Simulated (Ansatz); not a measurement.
NiO:

```
CELL_PARAMETERS angstrom
0.00000 2.08590 2.08590
2.08590 0.00000 2.08590
2.08590 2.08590 0.00000
ATOMIC_POSITIONS crystal
Ni 0.00000 0.00000 0.00000
O 0.50000 0.50000 0.50000
```

Program: Ansatz 0.2.0. Alike in all runs: cell as given; k mesh 11 × 11 × 11.

Task: Order these runs on this cell by their band gap on the k mesh, lowest first.
A. level PBEsol+D4+U; potentials or basis Ansatz PAW earlier set; spin collinear, random start; U Ni d U = 5 eV; cutoff (eV) 1080; smearing cold 0.05 eV; hubbard projectors ortho-atomic (the default); double counting fll (the default)
B. level r2SCAN+D4+U; potentials or basis Ansatz PAW; spin collinear, ferromagnetic start; U Ni d U = 5 eV; cutoff (eV) 500; smearing fermi-dirac 0.1 eV; hubbard projectors ortho-atomic (the default); double counting fll
C. level revPBE; potentials or basis Ansatz PAW; spin collinear, ferromagnetic start; cutoff (eV) 420; smearing fermi-dirac 0.05 eV; points for each segment of the path 14
D. level revPBE+U; potentials or basis Ansatz NC; spin collinear, random start; U Ni d U = 7 eV; cutoff (eV) 1400; smearing tetrahedron; hubbard projectors all-electron-atomic; double counting amf

Result: C (metal), A (1.49 eV), D (1.74 eV), B (2.89 eV).

Caveats: a cell with one magnetic atom can't hold antiferromagnetic order, which such compounds often take; the magnetic or orbital state may not be the lowest (some runs); odd divisions of the mesh miss points on the zone boundary, where band edges often lie, so the gap on the mesh can be too wide (some runs); with tetrahedron occupations forces and stress needn't match the slope of the energy (some runs); semilocal functionals often make such compounds metallic where correlation or magnetic order opens a gap, which also shifts bond lengths (some runs).

A k mesh can miss the band edges.

Runs at the PBE level aren't shown here.
